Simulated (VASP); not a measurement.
# In (P6_3/mmc) in VASP: a series of runs

One crystal, In, is run at these levels: PBE; tasks: single point.

Program: VASP 6.6.1. These are calculated values, not measurements. Logs are shortened: lines on timing, memory, paths and dates and some standing lists are left out, and cuts for length are marked.

## 1. Starting point

Symmetry: P6_3/mmc, No. 194, hexagonal system. Conventional cell: a = 3.335 Å, b = 3.335 Å, c = 5.509 Å, α = 90.00°, β = 90.00°, γ = 120.00°. In (site symmetry -6m2) has 12 In at 3.34 to 3.36 Å as nearest neighbours.

This isn't the form of In at room conditions, which is tetragonal.

## 2. Single point, PBE

INCAR

```
  PREC = Accurate
  ENCUT = 400
  EDIFF = 0.001
  ISMEAR = 1
  SIGMA = 0.2
  LREAL = False
  LASPH = True
  NELM = 100
  ALGO = Normal
  ISIF = 2
  LWAVE = False
  LCHARG = False
  GGA = PE
  NBANDS = 20
  ADDGRID = False
```

KPOINTS

```
regular mesh
0
Gamma
  8 8 4
```

POSCAR

```
In
1.0
    3.3354847820      0.0000000000      0.0000000000
   -1.6677423910      2.8886145552      0.0000000000
    0.0000000000      0.0000000000      5.5091429200
In
2
Direct
    0.6666666667      0.3333333333      0.7500000000
    0.3333333333      0.6666666667      0.2500000000
```

Potentials or basis: VASP PAW PBE potentials, release 64 (In_d).

Started as:

```
$ cat potpaw_PBE.64/In_d/POTCAR > POTCAR
$ mpirun -np 1 vasp_std > vasp.out
```

OUTCAR:

```text
PREC = Accurate
   ENCUT = 400
   EDIFF = 0.001
   ISMEAR = 1
   LREAL = False
   LASPH = True
   NELM = 100
   ISIF = 2
   GGA = PE

 Found     30 irreducible k-points:

 Following reciprocal coordinates:
            Coordinates               Weight
  0.000000  0.000000  0.000000      1.000000
  0.125000  0.000000  0.000000      6.000000
  0.250000  0.000000  0.000000      6.000000
  0.375000  0.000000  0.000000      6.000000
  0.500000  0.000000  0.000000      3.000000
  0.125000  0.125000  0.000000      6.000000
   k-points           NKPTS =     30   k-points in BZ     NKDIM =     30   number of bands    NBANDS=     20
   number of dos      NEDOS =    301   number of ions     NIONS =      2
   total plane-waves  NPLWV =  20736
   dimension x,y,z NGX =    24 NGY =   24 NGZ =   36
   dimension x,y,z NGXF=    48 NGYF=   48 NGZF=   72
   ions per type =               2
   NGX,Y,Z   is equivalent  to a cutoff of  11.96, 11.96, 10.86 a.u.
   NGXF,Y,Z  is equivalent  to a cutoff of  23.92, 23.92, 21.73 a.u.
 SYSTEM =  unknown system
   PREC   = accura    normal or accurate (medium, high low for compatibility)
   ISTART =      0    job   : 0-new  1-cont  2-samecut
   ICHARG =      2    charge: 1-file 2-atom 10-const
   ISPIN  =      1    spin polarized calculation?
   LNONCOLLINEAR =      F non collinear calculations
   LSORBIT =      F    spin-orbit coupling
   LASPH  =      T    aspherical Exc in radial PAW
   ENCUT  =  400.0 eV  29.40 Ry    5.42 a.u.   5.44  5.44  8.98*2*pi/ulx,y,z
   NELM   =    100;   NELMIN=  2; NELMDL= -5     # of ELM steps
   EDIFF  = 0.1E-02   stopping-criterion for ELM
   LREAL  =      F    real-space projection
   EDIFFG = 0.1E-01   stopping-criterion for IOM
   NSW    =      0    number of steps for IOM
   IBRION =     -1    ionic relax: 0-MD 1-quasi-New 2-CG
[... 14 lines left out ...]
     AMIX     =   0.40;   BMIX     =  1.00
     AMIX_MAG =   1.60;   BMIX_MAG =  1.00
  volume/ion in A,a.u.               =      26.54       179.10
  Fermi-wavevector in a.u.,A,eV,Ry     =   1.290491  2.438675 22.658704  1.665368
  Thomas-Fermi vector in A             =   2.422320
   LORBIT       =      0    0 simple, 1 ext, 2 COOP (PROOUT), +10 PAW based schemes
   GGA     = PE    functional components
[... 5 lines left out ...]
 non-spin polarized calculation
 Methfessel and Paxton  Order N= 1 SIGMA  =   0.20
  energy-cutoff  :      400.00
  volume of cell :       53.08
 maximum number of plane-waves:       990
 NGX is ok and might be reduce to    24
   NGX = 11   NGY = 11   NGZ = 17

 number of electron      25.9999991 magnetization

 Free energy of the ion-electron system (eV)
  ---------------------------------------------------
  ext. energy  EPLUGINS =         0.00000000
  ---------------------------------------------------
  free energy    TOTEN  =        -5.00970842 eV

  energy without entropy =       -5.00721070  energy(sigma->0) =       -5.00887585

 E-fermi :   7.4390     XC(G=0): -10.1862

 val. band max:        7.2275443196   @ k =   0.2500   0.2500   0.0000
 cond. band min:       7.4586456282   @ k =   0.2500   0.2500   0.5000
 fundamental gap:      0.2311013085
 Fermi energy:         7.4390303859

 k-point     1 :       0.0000    0.0000    0.0000
  band No.  band energies     occupation
      1      -7.3325      2.00000
      2      -7.2796      2.00000
      3      -7.2336      2.00000
      4      -7.2336      2.00000
      5      -7.2071      2.00000
      6      -7.2071      2.00000
      7      -7.1507      2.00000
      8      -7.1507      2.00000
      9      -6.9729      2.00000
     10      -6.9729      2.00000
     11      -2.0865      2.00000
     12       2.9270      2.00000
     13       4.0011      2.00000
     14      15.7461      0.00000
     15      15.7461      0.00000
     16      17.5562      0.00000
     17      17.5562      0.00000
     18      17.6485      0.00000
     19      18.2585      0.00000
     20      18.7315      0.00000

 k-point     2 :       0.1250    0.0000    0.0000
  band No.  band energies     occupation
      1      -7.3222      2.00000
      2      -7.2755      2.00000
      3      -7.2214      2.00000
      4      -7.1976      2.00000
      5      -7.1911      2.00000
      6      -7.1744      2.00000
      7      -7.1670      2.00000
      8      -7.1666      2.00000
      9      -7.0057      2.00000
     10      -6.9678      2.00000
     11      -1.7827      2.00000
     12       3.1853      2.00000
     13       4.3519      2.00000
     14      12.8929      0.00000
     15      14.4445      0.00000
     16      16.1333      0.00000
     17      17.4611      0.00000
     18      17.7691      0.00000
     19      18.1370      0.00000
     20      19.2227      0.00000

 k-point     3 :       0.2500    0.0000    0.0000
  band No.  band energies     occupation
      1      -7.3701      2.00000
      2      -7.2483      2.00000
      3      -7.2407      2.00000
      4      -7.2078      2.00000
      5      -7.2027      2.00000
      6      -7.1102      2.00000
      7      -7.0876      2.00000
      8      -7.0719      2.00000
      9      -7.0667      2.00000
     10      -6.9593      2.00000
     11      -0.8586      2.00000
     12       3.9802      2.00000
     13       5.3625      2.00000
     14       9.1759     -0.00000
     15      12.8787      0.00000
     16      13.4719      0.00000
     17      14.9377      0.00000
     18      15.8144      0.00000
     19      17.1158      0.00000
     20      18.6286      0.00000

 k-point     4 :       0.3750    0.0000    0.0000
  band No.  band energies     occupation
      1      -7.4265      2.00000
      2      -7.3165      2.00000
      3      -7.2786      2.00000
      4      -7.2349      2.00000
      5      -7.1442      2.00000
      6      -7.1229      2.00000
      7      -7.0147      2.00000
      8      -6.9833      2.00000
      9      -6.9622      2.00000
     10      -6.9540      2.00000
     11       0.6959      2.00000
     12       5.1124      2.00000
     13       6.1351      2.00000
     14       6.9079      2.00112
     15      10.2801     -0.00000
     16      11.8336      0.00000
     17      12.0742      0.00000
     18      15.1074      0.00000
     19      16.0666      0.00000
     20      17.8325      0.00000

 k-point     5 :       0.5000    0.0000    0.0000
  band No.  band energies     occupation
      1      -7.4498      2.00000
      2      -7.3494      2.00000
      3      -7.2931      2.00000
      4      -7.2476      2.00000
      5      -7.1410      2.00000
      6      -7.1183      2.00000
      7      -6.9752      2.00000
      8      -6.9525      2.00000
      9      -6.9400      2.00000
     10      -6.9174      2.00000
     11       2.5487      2.00000
     12       3.2660      2.00000
     13       7.4672      0.76405
     14       7.7063     -0.06763
     15       8.2669     -0.00000
     16      10.2679     -0.00000
     17      11.4688      0.00000
     18      14.8972      0.00000
     19      15.6818      0.00000
     20      17.5346      0.00000

 k-point     6 :       0.1250    0.1250    0.0000
  band No.  band energies     occupation
      1      -7.3049      2.00000
      2      -7.2966      2.00000
      3      -7.2123      2.00000
      4      -7.2018      2.00000
      5      -7.1919      2.00000
      6      -7.1831      2.00000
      7      -7.1021      2.00000
      8      -7.0956      2.00000
      9      -7.0494      2.00000
     10      -6.9649      2.00000
     11      -1.1681      2.00000
     12       3.7130      2.00000
     13       5.0331      2.00000
     14      10.8409     -0.00000
     15      11.6060      0.00000
     16      15.4703      0.00000
     17      15.9694      0.00000
     18      16.1189      0.00000
     19      17.7580      0.00000
     20      18.1699      0.00000

 [... further k-points ...]

------------------------ aborting loop because EDIFF is reached ----------------------------------------

  FORCE on cell =-STRESS in cart. coord.  units (eV):
  Direction    XX          YY          ZZ          XY          YZ          ZX
  --------------------------------------------------------------------------------------
  -------------------------------------------------------------------------------------
  Total        0.3106407      0.3106407      0.7878137      0.0000000     -0.0000000      0.0000000
  in kB        9.3764049      9.3764049     23.7794345      0.0000000     -0.0000000      0.0000000
  external PRESSURE =      14.1774148 kB  Pullay stress =       0.0000000 kB

 VOLUME and BASIS-vectors are now :
 -----------------------------------------------------------------------------
  energy-cutoff  :      400.00
  volume of cell :       53.08
      direct lattice vectors                 reciprocal lattice vectors
     3.335484782  0.000000000  0.000000000     0.299806495  0.173093360  0.000000000
    -1.667742391  2.888614555  0.000000000     0.000000000  0.346186721  0.000000000
     0.000000000  0.000000000  5.509142920     0.000000000  0.000000000  0.181516438

 POSITION                                       TOTAL-FORCE (eV/Angst)
 -----------------------------------------------------------------------------------
      1.66774      0.96287      4.13186         0.000000      0.000000      0.000000
     -0.00000      1.92574      1.37729        -0.000000     -0.000000      0.000000
 -----------------------------------------------------------------------------------
    total drift:                                0.000000     -0.000000      0.000000

  FREE ENERGIE OF THE ION-ELECTRON SYSTEM (eV)
  ---------------------------------------------------
  free  energy   TOTEN  =        -5.0097084232 eV

  energy  without entropy=       -5.0072106961  energy(sigma->0) =       -5.00887585
```

Wall time 5.3 s (1 thread of Intel Xeon 6975P-C (Granite Rapids), shared host); peak memory 0.15 GiB.

These settings aren't checked as converged: the numbers below hold their error.

What came out:

| Item | Value |
| --- | --- |
| Free energy | -5.0097 eV |
| Pressure | 1.4 GPa |
| Band gap on the k mesh | none (metal or under the smearing width) |

## 3. Single point, PBE

Edit INCAR of step 2 so:

```diff
@@ -2,3 +2,3 @@
   ENCUT = 400
-  EDIFF = 0.001
+  EDIFF = 1E-4
   ISMEAR = 1
```

KPOINTS is that of step 2.

POSCAR is that of step 2.

Potentials or basis: VASP PAW PBE potentials, release 64 (In_d).

Started as:

```
$ cat potpaw_PBE.64/In_d/POTCAR > POTCAR
$ mpirun -np 1 vasp_std > vasp.out
```

Run time: 5.8 s. Hardware: 1 thread of Intel Xeon 6975P-C (Granite Rapids), shared host; peak memory 0.16 GiB.

The run converged, but some of its settings lie outside the range that counts as converged, so its numbers aren't taken as properties of the crystal.

What came out:

| Item | Value |
| --- | --- |
| Free energy | -5.0097 eV |
| Pressure | 1.3 GPa |
| Band gap on the k mesh | none (metal or under the smearing width) |
